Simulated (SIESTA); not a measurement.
The system is Pt.

```
CELL_PARAMETERS angstrom
0.00000 1.96090 1.96090
1.96090 0.00000 1.96090
1.96090 1.96090 0.00000
ATOMIC_POSITIONS crystal
Pt 0.00000 0.00000 0.00000
```

| Property | Result |
| --- | --- |
| Program | SIESTA 5.4.2 |
| Task | relaxation of cell and atoms |
| Functional | PBE |
| Potentials or basis | PseudoDojo 0.4 standard (PBE files) |
| Basis | TZP (energy shift 0.002 Ry) |
| Grid cutoff | 800 Ry |
| Energy shift | 0.002 Ry |
| k mesh | 12 × 12 × 12 |
| Occupations | fermi-dirac, width 0.05 eV |
| Spin | no spin polarisation |

At the start: pressure 14.4 GPa; volume 15.08 Å³/atom.

**Question.** How do energy, volume and symmetry change on relaxing?

**Answer.** Over 3 steps the energy falls by 34.4 meV/atom and the volume is 15.89 Å³/atom (+5.4 %); space group Fm-3m (No. 225, to 0.05 Å).

The path:
| step | energy change (eV) | largest force (eV/Å) | pressure (GPa) | volume (Å³) |
| --- | --- | --- | --- | --- |
| 1 | 0.0000 | 0.0000 | 14.40 | 15.08 |
| 2 | -0.0339 | 0.0000 | -1.45 | 15.98 |
| 3 | -0.0344 | 0.0000 | -0.07 | 15.89 |

Final structure:
```
Pt
1.0
     0.00001    1.99549    1.99549
     1.99549    0.00001    1.99549
     1.99549    1.99549    0.00001
Pt
1
Direct
  0.00000 0.00000 0.00000
```

Caveat: semicore shells carry a single zeta, which can move pressures by several GPa and volumes by a few percent; the basis of atomic orbitals isn't converged, which shifts pressures, moduli and gaps.
